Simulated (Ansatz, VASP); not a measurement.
One calculation of PbSe (Clausthalite), two programs

Contents of INCAR:

```
PREC     = Accurate       # precision mode
ENCUT    = 520            # plane-wave cutoff, eV
EDIFF    = 1E-6           # SCF threshold, eV
ISMEAR   = 0              # smearing method
SIGMA    = 0.013000000000000001 # smearing width, eV
LREAL    = F              # projectors in reciprocal space
LASPH    = T              # aspherical terms in the spheres
NELM     = 100            # most SCF steps
ALGO     = Fast           # electronic algorithm
ISIF     = 2              # what is computed and relaxed
LWAVE    = F              # write WAVECAR
LCHARG   = F              # write CHGCAR
GGA      = PE             # functional
```

Contents of KPOINTS:

```
Automatic mesh
0
Gamma
  8 8 8
```

File POSCAR:

```
PbSe
1.0
    0.0000000000      3.0606500000      3.0606500000
    3.0606500000      0.0000000000      3.0606500000
    3.0606500000      3.0606500000      0.0000000000
Pb Se
1 1
Direct
    0.0000000000      0.0000000000      0.0000000000
    0.5000000000      0.5000000000      0.5000000000
```

input.yaml

```yaml
crystal:
  lattice:
    - [0.0, 3.06065, 3.06065]
    - [3.06065, 0.0, 3.06065]
    - [3.06065, 3.06065, 0.0]
  atoms:
    - { symbol: Pb, position: [0.0, 0.0, 0.0] }
    - { symbol: Se, position: [0.5, 0.5, 0.5] }
hamiltonian:
  xc: pbe
  pseudopotentials: { kind: paw }
kpoints:
  mp_grid: { grid: [8, 8, 8] }
scf:
  occupations: { method: gaussian, width: 0.013 }
output:
  forces: true
  stress: true
  eigenvalues: true
  write_density: true
  write_potential: true
  elf: true
  volumetric_format: npy
```

Alike in both runs: task single point; functional PBE; k mesh 8 × 8 × 8; occupations gaussian, width 0.013 eV; no spin polarisation.

|  | VASP | Ansatz |
| --- | --- | --- |
| version | VASP 6.6.1 | Ansatz 0.2.0 |
| potentials or method | VASP PAW PBE potentials, release 64 (Pb_d, Se) | Ansatz PAW |
| plane-wave cutoff (eV) | 520 | 420 |
| valence electrons in the cell | 20 | 30 |

```csv
,VASP,Ansatz,Ansatz less VASP
gap on the k mesh at the Fermi level (eV),0.29,0.29,-0.005
least direct gap on the mesh (eV),0.29,0.29,-0.005
pressure (GPa),2.4,2.4,+0.01
```

The functional is the same, so the differences come from potentials, cutoffs and numerics. The two sets of potentials don't hold the same shells in valence.

Caveats: spin-orbit coupling is left out, which as a rule narrows the gap of such compounds by several tenths of an eV. A k mesh can miss the band edges.
